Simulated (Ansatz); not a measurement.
Method: DFT PBE, scalar-relativistic, plane waves, PAW in Ansatz. All cells share a 420 eV cutoff and Γ-centred k meshes spaced at most about 0.3 Å⁻¹ (about 0.25 or finer for metals, 2π included). No spin polarisation.

These are static total energies at zero pressure.

Compare these two cells of HfH5, each relaxed at this level.

1.

```
CELL_PARAMETERS angstrom
1.64438 -3.42673 0.00000
1.64438 3.42673 0.00000
0.00000 0.00000 3.27853
ATOMIC_POSITIONS crystal
Hf 0.50000 0.50000 0.00000
H 0.18604 0.81396 0.00000
H 0.34164 0.65836 0.50000
H 0.65836 0.34164 0.50000
H 0.00000 0.00000 0.50000
H 0.81396 0.18604 0.00000
```

2.

```
CELL_PARAMETERS angstrom
3.40852 0.00000 0.00000
0.00000 3.40852 0.00000
0.00000 0.00000 4.18437
ATOMIC_POSITIONS crystal
Hf 0.00000 0.00000 0.00000
H 0.00000 0.50000 0.24594
H 0.50000 0.00000 0.75406
H 0.00000 0.50000 0.75406
H 0.50000 0.00000 0.24594
H 0.00000 0.00000 0.50000
```

Problem. Which is lower in energy, and by how much?

Solution. Cell 1 is lower, by 101 meV/atom. Cell 1 has space group Cmmm (No. 65), 6.2 Å³/atom and no gap on its mesh; cell 2 has space group P4/mmm (No. 123), 8.1 Å³/atom and no gap. Counting H atoms around Hf (those within 1.25 times the shortest such distance or 1.15 times the sum of covalent radii, 1.27 where that leaves under three), cell 1 has Hf 14 and cell 2 has Hf 10. The denser one is the lower, and pressure would at first widen the difference. Even the lower one lies +0.03 eV/atom against the reference forms of the elements (uncorrected), a margin that errors in the energy of the gaseous reference can exceed. In cell 1, Hf has 10 H at 1.97–2.15 Å and 4 H at 2.32 Å; H on a site of symmetry m2m is surrounded by 4 H at 1.86–1.96 Å, 2 H at 2.08 Å, 3 Hf at 2.08–2.15 Å and 4 H at 2.33 Å; H on a second site of symmetry m2m is surrounded by 7 H at 1.96–2.17 Å, 2 Hf at 1.97 Å and 5 H at 2.33–2.34 Å; 1 more site not described. In cell 2, around Hf lie 10 H at 1.99–2.09 Å; H on a site of symmetry 2mm is surrounded by 2 Hf at 1.99 Å, 4 H at 2.01–2.13 Å and 4 H at 2.41 Å; around H on a site of symmetry 4/mmm lie 8 H at 2.01 Å and 2 Hf at 2.09 Å. Origin: cell 1, invented, then shaken at random and relaxed again; cell 2, invented.

Spin–orbit coupling, which can matter for Hf, is left out. With hydrogen, zero-point motion can shift such differences by 10 meV/atom or more. Cells relaxed within their symmetry can be saddle points.
